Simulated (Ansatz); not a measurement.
## Ionic part of the dielectric constant of BN at 22 GPa, mode by mode

Method: Ansatz 0.2.0, DFT LDA, scalar-relativistic, plane waves, PAW. Settings: 420 eV plane-wave cutoff, Γ-centred 12×12×12 mesh, fixed occupations. No spin polarisation. Phonons by linear response, acoustic sum rule imposed.

It takes space group R3m (No. 160, trigonal). The conventional cell has a = 2.455 Å, b = 2.455 Å, c = 7.754 Å, α = 90.00°, β = 90.00°, γ = 120.00°. Around B (site symmetry 3m) lie 3 N at 1.42 Å. N (site symmetry 3m) has 3 B at 1.42 Å as nearest neighbours.

The crystal is built of layers and no dispersion correction was added, so the binding between them is poorly described, and with it their spacing and whatever depends on it.

The primitive cell has V = 13.49 Å³ and ε∞,zz = 4.356. Each polar mode adds Δε = (4.92064×10⁷/V)·S/ν² along z, with S its oscillator strength in e²/amu, ν in cm⁻¹ and V in Å³.

Question: From these modes, find each Δε and ε0,zz.
```json
{"ν (cm⁻¹)": "625.1", "S_zz (e²/amu)": "0.3385"}
{"ν (cm⁻¹)": "1461.1", "S_zz (e²/amu)": "0.01368"}
```

Answer:
| ν (cm⁻¹) | Δε |
| --- | --- |
| 625.1 | 3.16 |
| 1461.1 | 0.02 |

The sum is 3.183, so ε0,zz = 7.54; the run's tensor has 7.54.

Question: Where do the longitudinal modes lie for a wave vector along z?

Answer: At 820, 1466 cm⁻¹. The Lyddane–Sachs–Teller product Π(ν_LO/ν_TO)² = 1.73 matches ε0/ε∞ = 1.73.

This form isn't the usual stable structure of the compound at low pressure.

Cost: 1 run of about 1.2 core-minutes, on Intel Xeon Platinum 8259CL (Skylake/Cascade Lake) (shared hosts).